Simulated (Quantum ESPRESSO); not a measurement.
The system is Pb.

```
Pb
1.0
     0.00000    2.47502    2.47502
     2.47502    0.00000    2.47502
     2.47502    2.47502    0.00000
Pb
1
Direct
  0.00000 0.00000 0.00000
```

Base run:

- Program: Quantum ESPRESSO 7.5
- Functional: PBEint
- Potentials or basis: PseudoDojo 0.4.1 SR PBE standard
- Cutoff: 762 eV
- Density cutoff: 3048 eV
- k mesh: 9 × 9 × 9
- Occupations: fermi-dirac, width 0.05 eV
- Spin: no spin polarisation

Its results: band gap on the k mesh none (metal or under the smearing width); pressure 0.1 GPa.

Question: After a change of settings the same cell gave: band gap on the k mesh none (metal or under the smearing width); pressure 2.3 GPa. Which change was it?
A. functional from PBEint to SOGGA
B. functional from PBEint to PBEsol; potentials or basis from PseudoDojo 0.4.1 SR PBE standard to PseudoDojo 0.4.1 SR PBEsol standard
C. functional from PBEint to PBE
D. functional from PBEint to HCTH

Answer: C.

Caveats: the potentials were made for another functional, which shifts forces and pressure (some runs).

Not every run made on this cell is shown here.
